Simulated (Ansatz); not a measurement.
The system is Cu.

```xyz
1
Lattice="0.0000 1.8075 1.8075 1.8075 0.0000 1.8075 1.8075 1.8075 0.0000" Properties=species:S:1:pos:R:3 pbc="T T T"
Cu    0.0000    0.0000    0.0000
```

| Quantity | Value |
| --- | --- |
| Program | Ansatz 0.2.0 |
| Task | relaxation of cell and atoms |
| Functional | RPBE |
| Potentials or basis | Ansatz PAW |
| Cutoff | 420 eV (not typed: the program's choice for these potentials) |
| k mesh | 13 × 13 × 13 |
| Occupations | fermi-dirac, width 0.05 eV |
| Spin | no spin polarisation |

At the start: volume 11.81 Å³/atom.

Problem. How do energy, volume and symmetry change on relaxing?

Solution. It ends after 7 steps and the volume is 12.38 Å³/atom (+4.8 %); space group Fm-3m (No. 225, to 0.05 Å).

The path:
```tsv
step	energy change (eV)	largest force (eV/Å)	volume (Å³)
1	0.0000	0.0000	11.81
2	-0.0080	0.0000	12.08
3	-0.0107	0.0000	12.36
4	-0.0107	0.0000	12.38
5	-0.0111	0.0000	12.38
6	-0.0111	0.0000	12.38
7	-0.0111	0.0000	12.38
```

Final structure:
```cif
data_structure
_symmetry_space_group_name_H-M 'P 1'
_symmetry_Int_Tables_number 1
_cell_length_a 2.5964
_cell_length_b 2.5964
_cell_length_c 2.5964
_cell_angle_alpha 60.000
_cell_angle_beta 60.000
_cell_angle_gamma 60.000
_cell_volume 12.38
loop_
_atom_site_label
_atom_site_type_symbol
_atom_site_fract_x
_atom_site_fract_y
_atom_site_fract_z
_atom_site_occupancy
Cu1 Cu 0.00000 0.00000 0.00000 1
```

Caveat: the plane-wave basis is chosen anew once the cell has moved, so the energies of steps on either side of that aren't comparable; the PAW data sets come from PBE, with cores solved anew for the run's functional, which leaves a small shift of forces and pressure.
